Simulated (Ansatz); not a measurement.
# Al in Ansatz: projected density of states with PBE

Aim: the projected density of states of Al with PBE.

Program: Ansatz 0.2.0. These are calculated values, not measurements. Logs are shortened: lines on timing, memory, paths and dates and some standing lists are left out, and cuts for length are marked.

### 1 The undisturbed slab

The cell holds a slab with vacuum, 5 atoms: a = 2.827 Å, b = 2.827 Å, c = 24.186 Å, α = 90.00°, β = 90.00°, γ = 120.00°.

### 2 Projected density of states, PBE (the (0 0 1) slab of Al, cut from the database cell, not relaxed)

File input.yaml:

```yaml
crystal:
  lattice:
    - [2.8270770242, 0.0, 0.0]
    - [-1.4135385121, 2.4483205214, 0.0]
    - [0.0, 0.0, 24.18599307]
  atoms:
    - { symbol: Al, position: [0.0, 0.0, 0.310096839] }
    - { symbol: Al, position: [0.33333333, 0.66666666, 0.4050484195] }
    - { symbol: Al, position: [0.0, 0.0, 0.5] }
    - { symbol: Al, position: [0.66666667, 0.33333334, 0.5949515805] }
    - { symbol: Al, position: [0.0, 0.0, 0.689903161] }
kpoints:
  mp_grid: { grid: [11, 11, 1] }
  band_path:
    path:
      - [0.0, 0.0, 0.0]
      - [0.5, 0.0, 0.0]
      - [0.3333333333, 0.3333333333, 0.0]
      - [0.0, 0.0, 0.0]
      - [0.0, 0.0, 0.5]
      - [0.5, 0.0, 0.5]
      - [0.3333333333, 0.3333333333, 0.5]
      - [0.0, 0.0, 0.5]
    npoints: 8
scf:
  occupations: { method: fermi_dirac, width: 0.05 }
hamiltonian:
  xc: pbe
  pseudopotentials: { kind: all_electron, lapw: { basis_error: 0.002 } }
output:
  forces: true
  stress: true
  eigenvalues: true
  fatbands: false
  dos: { projected: true, de: 0.1, e_range: [-14, 10] }
  populations: true
```

Potentials or basis: all-electron LAPW, scalar-relativistic.

On the command line:

```console
$ ansatz run input.yaml --threads 8 --pin off --max-ram 28672MiB --backend cpu --events-out ev --progress --plain --runs-dir out
```

Log:

```text
Warning: RAYON_NUM_THREADS=8 ignored (pool sized by the plan → 8); use --threads N
Al: projections on atomic orbitals take those of the free atom 1s2 2s2 2p6 3s2 3p1, of charge +0.00 (hamiltonian.pseudopotentials.projection_atoms)
LAPW: plane waves up to 5.646 Å⁻¹, error target 2.0e-3 eV per atom; small_component_spin mean_spin; Al in spheres of 1.409 Å, 11 of its electrons in bands, Dirac shells [] (how accurate: hamiltonian.pseudopotentials.lapw.basis_error, Limitations)
Engine: ansatz 0.2.0, x86_64-unknown-linux-gnu
Pseudopotentials: kind: all_electron
Pseudopotential: Al, LAPW, valence charge 11, lapw/all_electron/scalar/gaussian/Al, Koelling and Harmon's equation, gaussian nucleus
Functional definition: PBE
  parameter kappa = 0.804
  parameter beta = 0.06672455060314922
  exchange = pbe_x(kappa = kappa, mu = beta*pi^2/3)
  correlation = pbe_c(beta = beta)
Crystal: 5 atoms, lattice volume = 167.406 Å³
Basis set: ecut = 121.45424650407561 eV, 553 PW (Γ), exchange–correlation at level 2
Bands: 33, of which v1, the nominal top of the filled ones, is band 28 counted from 1 (27 counted from 0)
Symmetry: 12 space group operations
Space group: P-3m1 (ITA 164), of the structure as read, at distance tolerance 5.5e-5 Å
k-points: 16 of 121
Non-local potential: Al, projectors of the file, none
Initial density: superposition of atomic densities (neutral atoms: chi_scale 0, normalization atom)
Initial wavefunctions: plane waves of lowest kinetic energy (no species holds an atomic orbital)
Functional: x = pbe(κ = 0.804, μ = 0.2195149727645171), c = pbe(β = 0.06672455060314922)
iter 1 solved again at ethr=1.27e-2 eV; its pass at ethr=1.00e-1 eV (dr2=7.00e0 eV) is discarded
SCF iter   1: F=—  HF=-33037.532556 eV  |F-HF|=—  |Δ(HF+E_count)|=         —  Δρ=1.47e-2  dr2=7.02e0  ethr=1.27e-2  ⟨swp⟩=2.2  Hψ=3906  notcnv=0
preconditioner: auto → LDOS  [insulator: Δε(μ)=0.182 eV  Ē_g=7.250 eV  σ=0.050 eV  W_gap=0.65  n_scr=16 (ndim 8)  ℏωp=11.1 eV  f_vac=0.455  D(μ)=1.82/eV (n_scr^D=10)  ε∞_Penn≈3.4  β→1.0]
SCF iter   2: F=—  HF=-33036.914051 eV  |F-HF|=—  |Δ(HF+E_count)|=   6.19e-1  Δρ=1.03e-2  dr2=1.60e0  ethr=1.27e-2  ⟨swp⟩=3.5  Hψ=1668  notcnv=0
iter 3 solved again at ethr=1.23e-4 eV; its pass at ethr=2.90e-3 eV (dr2=6.77e-2 eV) is discarded
SCF iter   3: F=—  HF=-33036.789671 eV  |F-HF|=—  |Δ(HF+E_count)|=   1.24e-1  Δρ=1.90e-3  dr2=6.82e-2  ethr=1.23e-4  ⟨swp⟩=2.1  Hψ=2795  notcnv=0
SCF iter   4: F=—  HF=-33036.779569 eV  |F-HF|=—  |Δ(HF+E_count)|=         —  Δρ=6.71e-4  dr2=3.13e-3  ethr=1.23e-4  ⟨swp⟩=3.0  Hψ=1672  notcnv=0
the basis was enlarged: its passes take 11.0 MiB over the memory plan, 8 of 8 planned eigensolver slots
SCF iter   5: F=—  HF=-33036.779570 eV  |F-HF|=—  |Δ(HF+E_count)|=   4.30e-7  Δρ=2.18e-4  dr2=4.96e-4  ethr=5.69e-6  ⟨swp⟩=3.0  Hψ=1610  notcnv=0
SCF iter   6: F=—  HF=-33036.779552 eV  |F-HF|=—  |Δ(HF+E_count)|=   1.76e-5  Δρ=4.20e-5  dr2=1.11e-5  ethr=9.03e-7  ⟨swp⟩=3.0  Hψ=1581  notcnv=0
SCF iter   7: F=—  HF=-33036.779554 eV  |F-HF|=—  |Δ(HF+E_count)|=   1.52e-6  Δρ=1.24e-5  dr2=6.53e-7  ethr=2.01e-8  ⟨swp⟩=3.0  Hψ=1616  notcnv=0
SCF iter   8: F=—  HF=-33036.779554 eV  |F-HF|=—  |Δ(HF+E_count)|=   4.33e-7  Δρ=4.11e-6  dr2=2.12e-7  ethr=1.19e-9  ⟨swp⟩=3.0  Hψ=1607  notcnv=0
SCF iter   9: F=-33036.779554 eV  HF=-33036.779554 eV  |F-HF|=2.14e-9  |Δ(HF+E_count)|=   1.44e-8  Δρ=1.47e-6  dr2=1.09e-8  ethr=3.86e-10  ⟨swp⟩=2.0  Hψ=1490  notcnv=0
SCF 1 converged in 9 iterations: F = -33036.779554 eV  dr2 = 1.09e-8
NSCF: frozen V_eff on 57 k-points
SCF converged after 9 iterations
Free energy (F): -33036.779554 eV
Harris-Foulkes:  -33036.779554 eV  (|F-HF|=2.14e-9)
Internal energy: -33036.749237 eV  (E = F + TS)
E sigma→0 (E₀):  -33036.764396 eV
Entropy (-TS):   -0.030317 eV (-6.063 meV/atom)
Fermi energy:    2.806294 eV
--- Per-component energies (eV) ---
  E_band       = -2889.374598
  E_kinetic    = 33107.358610
  E_xc         = -2535.049819
  E_electrostatic = -63609.058029  (all electrons and nuclei)
  E_smearing   = -0.030317  (= −TS)
  E_closure    = 0.000000  (closes the sum)
  E_atoms      = -33018.914617  (free atoms, spherical and without spin; not in F)
  Σ components = -33036.779554   (vs F -33036.779554, Δ=0.00e0)
  Basis errors (estimates in eV, not in F): energy 7.4e-4 per atom: plane waves 7.0e-4 (3.8e-4 summed), levels above the bands 3.7e-20, relativity 1.1e-8, radial functions 4.0e-5, core shells 3.1e-13; eigenvalues (radial functions only) 1.1e-6; not estimated: angular momenta, meshes, grids; target (lapw.basis_error) 2.0e-3; muffin-tin radii Al 1.409 Å
--- Forces (eV/Å), atoms counted from 1 ---
  atom   1  Al     0.00000000     0.00000000    -0.26003863
  atom   2  Al     0.00000000    -0.00000000     0.07604384
  atom   3  Al     0.00000000    -0.00000000     0.00000000
  atom   4  Al     0.00000000     0.00000000    -0.07604384
  atom   5  Al    -0.00000000    -0.00000000     0.26003863
  max |Σ_I F_I| component: 4.63e-18 eV/Å
--- Stress (GPa, compression-positive) ---
        0.382616       0.000000       0.000000
        0.000000       0.382616      -0.000000
        0.000000      -0.000000       1.961564
  P = ⅓ Tr σ = 0.9089 GPa (9.089 kbar)
--- Band table (eV; the first three rows and the last of 16) ---
  k-point 0: bands = ["-100.6564", "-100.6325", "-100.6325", "-100.4834", "-100.4834", "-62.1241", "-62.1240", "-62.1212", "-62.1110", "-62.1110", "-62.0746", "-62.0746", "-62.0746", "-62.0746", "-61.9438", "-61.9433", "-61.9374", "-61.9374", "-61.9374", "-61.9374", "-8.3374", "-7.6034", "-6.4606", "-4.8660", "-2.8797", "-0.8625", "1.6511", "4.0552", "5.8346", "6.8350", "7.0764", "8.8326", "8.9773"]
  k-point 1: bands = ["-100.6563", "-100.6324", "-100.6324", "-100.4832", "-100.4832", "-62.1239", "-62.1239", "-62.1210", "-62.1125", "-62.1113", "-62.0761", "-62.0761", "-62.0750", "-62.0750", "-61.9437", "-61.9432", "-61.9389", "-61.9389", "-61.9378", "-61.9378", "-8.1337", "-7.4006", "-6.2591", "-4.6661", "-2.6801", "-0.6717", "1.8409", "4.2418", "6.0296", "7.0316", "7.2743", "9.0159", "9.1519"]
  k-point 2: bands = ["-100.6558", "-100.6319", "-100.6319", "-100.4827", "-100.4827", "-62.1234", "-62.1234", "-62.1205", "-62.1167", "-62.1124", "-62.0802", "-62.0802", "-62.0760", "-62.0760", "-61.9432", "-61.9431", "-61.9430", "-61.9428", "-61.9388", "-61.9388", "-7.5243", "-6.7940", "-5.6564", "-4.0686", "-2.0849", "-0.1000", "2.4027", "4.7750", "6.5897", "7.3483", "7.7922", "7.8378", "8.1459"]
  k-point 15: bands = ["-100.6540", "-100.6301", "-100.6301", "-100.4809", "-100.4809", "-62.1265", "-62.1228", "-62.1215", "-62.1215", "-62.1184", "-62.0899", "-62.0899", "-62.0862", "-62.0862", "-61.9528", "-61.9527", "-61.9491", "-61.9491", "-61.9414", "-61.9414", "-1.0681", "-0.9683", "-0.4735", "-0.2077", "0.4937", "0.9221", "1.1513", "1.6194", "2.3427", "2.7087", "3.1045", "4.1476", "4.6856"]
--- Löwdin populations: 5 sites ---
  site symbol       q [e]
     0     Al     12.9383
     1     Al     12.9838
     2     Al     12.9162
     3     Al     12.9838
     4     Al     12.9383
  spilling = 0.003686 (of n_electrons = 65.000000)
```

Wall time 7.9 s (8 threads of Intel Xeon at 2.50GHz (Skylake/Cascade Lake), shared host); peak memory 0.42 GiB.

What came out:

```yaml
Free_energy: -33036.7796 eV
Largest_force: 0.260 eV/Å
Band_gap_along_the_path: none (metal or under the smearing width)
Work_function: 4.05 eV
```

Forces on the atoms (eV/Å):
```
Al   0.000  0.000 -0.260
Al   0.000  0.000  0.076
Al   0.000  0.000  0.000
Al   0.000  0.000 -0.076
Al   0.000  0.000  0.260
```

Stress tensor (GPa, compression positive):
```
0.38 0.00 0.00
0.00 0.38 0.00
0.00 0.00 1.96
```

Levels at the corners of the path, in eV from the Fermi level:
| point | band 25 | band 26 | band 27 | band 28 | band 29 | band 30 |
| --- | --- | --- | --- | --- | --- | --- |
| Γ | -5.69 | -3.67 | -1.16 | 1.25 | 3.03 | 4.03 |
| M | -3.57 | -3.03 | -1.71 | -1.64 | 0.27 | 0.34 |
| K | -2.39 | -2.39 | -1.68 | -1.68 | -0.64 | 0.18 |
| Γ | -5.69 | -3.67 | -1.16 | 1.25 | 3.03 | 4.03 |
| A | -5.69 | -3.67 | -1.16 | 1.25 | 3.07 | 3.74 |
| L | -3.57 | -3.03 | -1.71 | -1.64 | 0.27 | 0.34 |
| H | -2.39 | -2.39 | -1.68 | -1.68 | -0.64 | 0.18 |
| A | -5.69 | -3.67 | -1.16 | 1.25 | 3.07 | 3.74 |

States per cell in windows of 0.5 eV (zero at the Fermi level; states under -8 eV left out):
```csv
from (eV),total,Al1 3p,Al5 3p,Al3 3p,Al2 3p,Al4 3p,Al1 3s
-8.0,0.47,0.04,0.04,0.06,0.07,0.07,0.04
-7.5,0.61,0.05,0.05,0.09,0.08,0.08,0.06
-7.0,0.61,0.06,0.06,0.09,0.08,0.08,0.05
-6.5,0.62,0.06,0.06,0.09,0.09,0.09,0.05
-6.0,0.68,0.07,0.07,0.09,0.10,0.10,0.05
-5.5,0.86,0.10,0.10,0.12,0.11,0.11,0.07
-5.0,0.75,0.10,0.10,0.11,0.09,0.09,0.06
-4.5,0.76,0.10,0.10,0.11,0.10,0.10,0.06
-4.0,0.91,0.13,0.13,0.14,0.12,0.12,0.05
-3.5,0.84,0.15,0.15,0.12,0.12,0.12,0.03
-3.0,0.99,0.16,0.16,0.13,0.14,0.14,0.04
-2.5,0.71,0.11,0.11,0.09,0.11,0.11,0.04
-2.0,0.91,0.11,0.11,0.15,0.12,0.12,0.06
-1.5,1.08,0.15,0.15,0.13,0.13,0.13,0.07
-1.0,0.97,0.14,0.14,0.09,0.13,0.13,0.07
-0.5,1.09,0.17,0.17,0.09,0.14,0.14,0.06
0.0,1.27,0.21,0.21,0.18,0.15,0.15,0.06
0.5,1.04,0.15,0.15,0.15,0.12,0.12,0.06
1.0,0.90,0.13,0.13,0.12,0.10,0.10,0.05
1.5,1.36,0.22,0.22,0.16,0.16,0.16,0.06
2.0,1.30,0.22,0.22,0.12,0.15,0.15,0.05
2.5,0.85,0.12,0.12,0.08,0.10,0.10,0.03
3.0,0.99,0.12,0.12,0.10,0.11,0.11,0.03
3.5,0.99,0.12,0.12,0.10,0.11,0.11,0.03
4.0,0.89,0.08,0.08,0.10,0.08,0.08,0.02
4.5,0.76,0.05,0.05,0.07,0.05,0.05,0.02
5.0,0.31,0.02,0.02,0.03,0.03,0.03,0.01
5.5,0.20,0.01,0.01,0.02,0.02,0.02,0.00
6.0,0.34,0.01,0.01,0.03,0.02,0.02,0.00
6.5,0.00,0.00,0.00,0.00,0.00,0.00,0.00
7.0,0.00,0.00,0.00,0.00,0.00,0.00,0.00
7.5,0.00,0.00,0.00,0.00,0.00,0.00,0.00
```
